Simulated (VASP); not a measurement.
Crystal: PbSe (Clausthalite).

```
CELL_PARAMETERS angstrom
0.00000 3.06215 3.06215
3.06215 0.00000 3.06215
3.06215 3.06215 0.00000
ATOMIC_POSITIONS crystal
Pb 0.00000 0.00000 0.00000
Se 0.50000 0.50000 0.50000
```

```yaml
Program: VASP 6.6.1
Task: relaxation of cell and atoms
Functional: LDA
Potentials_or_basis: VASP PAW LDA potentials, release 64 (Pb_d, Se)
Cutoff: 520 eV
k_mesh: 8 × 8 × 8
Occupations: gaussian, width 0.02 eV
Spin: no spin polarisation
```

At the start: pressure -2.1 GPa; volume 28.71 Å³/atom.

Q: How do energy, volume and symmetry change on relaxing?

A: Over 3 steps the energy falls by 7.3 meV/atom and the volume is 27.60 Å³/atom (-3.9 %); space group Fm-3m (No. 225, to 0.05 Å).

The path:
```csv
step,energy change (eV),largest force (eV/Å),pressure (GPa),volume (Å³)
1,0.0000,0.0000,-2.09,57.43
2,-0.0124,0.0000,0.84,54.37
3,-0.0146,0.0000,0.00,55.21
```

Final structure:
```
CELL_PARAMETERS angstrom
0.00000 3.02222 3.02222
3.02222 0.00000 3.02222
3.02222 3.02222 0.00000
ATOMIC_POSITIONS crystal
Pb 0.00000 0.00000 0.00000
Se 0.50000 0.50000 0.50000
```
